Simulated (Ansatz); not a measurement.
## SiRu: equation of state with LDA

SiRu:

```
Ru Si
1.0
     4.70860    0.00000    0.00000
     0.00000    4.70860    0.00000
     0.00000    0.00000    4.70860
Ru Si
4 4
Direct
  0.12941 0.12941 0.12941
  0.37059 0.87059 0.62941
  0.62941 0.37059 0.87059
  0.87059 0.62941 0.37059
  0.83758 0.83758 0.83758
  0.66242 0.16242 0.33758
  0.33758 0.66242 0.16242
  0.16242 0.33758 0.66242
```

The cell comes from a database or a generator and needn't be the stable form of this composition.

- Program: Ansatz 0.2.0
- Task: equation of state
- Functional: LDA
- Potentials or basis: Ansatz PAW
- Cutoff: 420 eV
- Density cutoff: 1680 eV
- k mesh: 6 × 6 × 6
- Occupations: fermi-dirac, width 0.05 eV
- Spin: no spin polarisation

```yaml
Equilibrium_volume: 12.71 Å³/atom
Bulk_modulus_at_fixed_shape_and_positions: 274 GPa
Pressure_derivative_of_the_bulk_modulus: 4.6
```

Energy against volume, from the lowest point:
```tsv
volume (Å³/atom)	energy (meV/atom)
12.266	13.50
12.527	1.79
12.788	0.00
13.049	7.05
13.310	21.99
13.571	43.96
13.832	72.18
```

All runs of the series together: 22 s on 4 threads of Intel(R) Xeon(R) Platinum 8375C CPU @ 2.90GHz (Ice Lake), with other jobs on the host.

Caveat: the cell was scaled at fixed shape and fractional positions, which overstates the stiffness of a crystal with free parameters, most of all of layers and chains.
